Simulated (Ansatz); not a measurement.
A vibration from a frozen displacement in SiNi

All numbers below come from DFT PBEsol, scalar-relativistic, plane waves, PAW in Ansatz 0.2.0. The runs took a 420 eV cutoff, a Γ-centred 10×10×10 mesh and Gaussian smearing (0.15 eV). No spin polarisation. A magnetic state may lie lower. Energies are free energies at this smearing, counted from the undisturbed cell; pressure is positive in compression.

The undisturbed cell (relaxed at this level; this form isn't the usual structure):

```
Si Ni
1.0
     4.46798    0.00000    0.00000
     0.00000    4.46798    0.00000
     0.00000    0.00000    4.46798
Si Ni
4 4
Direct
  0.84646 0.84646 0.84646
  0.65354 0.15354 0.34646
  0.34646 0.65354 0.15354
  0.15354 0.34646 0.65354
  0.14899 0.14899 0.14899
  0.35101 0.85101 0.64899
  0.64899 0.35101 0.85101
  0.85101 0.64899 0.35101
```

Atom 1 (Si) is moved by x along the Cartesian unit vector (0.577, 0.577, 0.577); the cell and all other atoms stay fixed. The cell's volume is 89.19 Å³; the moved atoms weigh 28.085 u together and the others 319.029 u.

| x (Å) | ΔE (meV/cell) | total force on the moved atoms along the move (eV/Å) | pressure (GPa) |
| --- | --- | --- | --- |
| -0.2000 | 238.03 | 2.3856 | 1.6072 |
| -0.1500 | 133.88 | 1.7825 | 0.9382 |
| -0.1000 | 59.62 | 1.1889 | 0.4451 |
| -0.0500 | 14.96 | 0.5974 | 0.1283 |
| 0.0000 | 0.00 | -0.0005 | -0.0116 |
| 0.0500 | 15.29 | -0.6147 | 0.0263 |
| 0.1000 | 61.94 | -1.2568 | 0.2452 |
| 0.1500 | 141.67 | -1.9406 | 0.6489 |
| 0.1750 | 194.68 | -2.3028 | 0.9217 |
| 0.2000 | 256.95 | -2.6817 | 1.2427 |

Question: What frequency belongs to this motion?

Answer: The force constant is k = −dF/dx = 12.121 eV/Å², from the parabola through x = -0.0500, 0 and 0.0500. In every cell the moved atoms swing against the rest, so the mass is μ = m₁m₂/(m₁ + m₂) = 25.813 u, and ν̃ = 521.5 cm⁻¹ × √(|k|/μ) = 357 cm⁻¹. The pattern needn't be a normal mode: ν̃² is then a weighted mean of the squared nonzero frequencies at the zone centre of this cell, so it lies between the lowest and the highest of them.

Question: How far does the harmonic law reach?

Answer: At x = -0.200 Å, kx²/2 = 242.42 meV against the computed 238.03 meV (-1.8 %): the well is still close to harmonic there.

In a metal these slopes depend on the k mesh and the smearing.